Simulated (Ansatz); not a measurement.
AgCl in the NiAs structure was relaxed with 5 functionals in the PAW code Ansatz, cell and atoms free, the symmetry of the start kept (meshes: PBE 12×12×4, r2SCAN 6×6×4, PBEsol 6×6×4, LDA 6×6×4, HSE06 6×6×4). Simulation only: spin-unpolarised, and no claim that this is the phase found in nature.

The PBEsol result:
Space group P6_3/mmc (No. 194). a = 3.998 Å, b = 3.998 Å, c = 5.911 Å, α = 90.00°, β = 90.00°, γ = 120.00°
```json
{"atom": "Ag", "site": "2a", "symmetry": "-3m.", "x": "0.0000", "y": "0.0000", "z": "0.0000"}
{"atom": "Cl", "site": "2c", "symmetry": "-6m2", "x": "0.3333", "y": "0.6667", "z": "0.2500"}
```

Space group P6_3/mmc (No. 194), hexagonal; conventional cell a = 3.998 Å, c = 5.911 Å, 20.45 Å³ an atom. Around Ag lie 6 Cl at 2.74 Å; around Cl lie 6 Ag at 2.74 Å.

(1) How does the cell change with r2SCAN?

(2) How does the cell change with LDA?

(3) Held at the r2SCAN cell, what mean stress do LDA and PBE find, and does its sign point to their own minimum?

Answers

(1) a = 4.005 Å, c = 6.201 Å; the volume differs by +5.3 % from PBEsol's. Ag has 6 Cl at 2.78 Å; Cl has 6 Ag at 2.78 Å.

(2) a = 3.954 Å, c = 5.748 Å; the volume differs by -4.9 % from PBEsol's. Ag has 6 Cl at 2.70 Å; Cl has 6 Ag at 2.70 Å.

(3) Yes. LDA -5.49 GPa, and its relaxed volume is -9.7 % from r2SCAN's; PBE +1.62 GPa, and its relaxed volume is +3.5 % from r2SCAN's. Compression counts positive, so a positive stress asks for a larger cell.
